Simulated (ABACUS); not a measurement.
Sb:

```
CELL_PARAMETERS angstrom
2.15420 1.24373 3.75800
-2.15420 1.24373 3.75800
0.00000 -2.48746 3.75800
ATOMIC_POSITIONS crystal
Sb 0.76651 0.76651 0.76651
Sb 0.23349 0.23349 0.23349
```

| Quantity | Value |
| --- | --- |
| Program | ABACUS 3.10.1 |
| Task | relaxation of cell and atoms |
| Functional | TM |
| Potentials or basis | SG15 ONCV 1.2 PBE |
| Cutoff | 1279 eV |
| Density cutoff | 5116 eV |
| Basis | plane waves |
| k mesh | 5 × 5 × 5 |
| Occupations | fermi-dirac, width 0.05 eV |
| Spin | no spin polarisation |

At the start: pressure -1.0 GPa; volume 30.21 Å³/atom.

Problem. Where does the relaxation end?

Solution. Over 6 steps the energy falls by 4.1 meV/atom and the volume is 29.34 Å³/atom (-2.9 %); space group R-3m (No. 166, to 0.05 Å).

Step by step:
| step | energy change (eV) | largest force (eV/Å) | pressure (GPa) | volume (Å³) |
| --- | --- | --- | --- | --- |
| 1 | 0.0000 | 0.0321 | -1.01 | 60.41 |
| 2 | -0.0017 | 0.0053 | -0.78 | 60.16 |
| 3 | -0.0050 | 0.0906 | 0.15 | 59.20 |
| 4 | -0.0054 | 0.0880 | 0.19 | 59.11 |
| 5 | -0.0081 | 0.0166 | 0.24 | 58.60 |
| 6 | -0.0082 | 0.0057 | 0.09 | 58.69 |

Final structure:
```
Sb
1.0
     2.15430    1.24378    3.65050
    -2.15430    1.24378    3.65050
     0.00000   -2.48757    3.65050
Sb
2
Direct
  0.76517 0.76517 0.76517
  0.23483 0.23483 0.23483
```

Caveat: the potentials were made for another functional, which shifts forces and pressure.
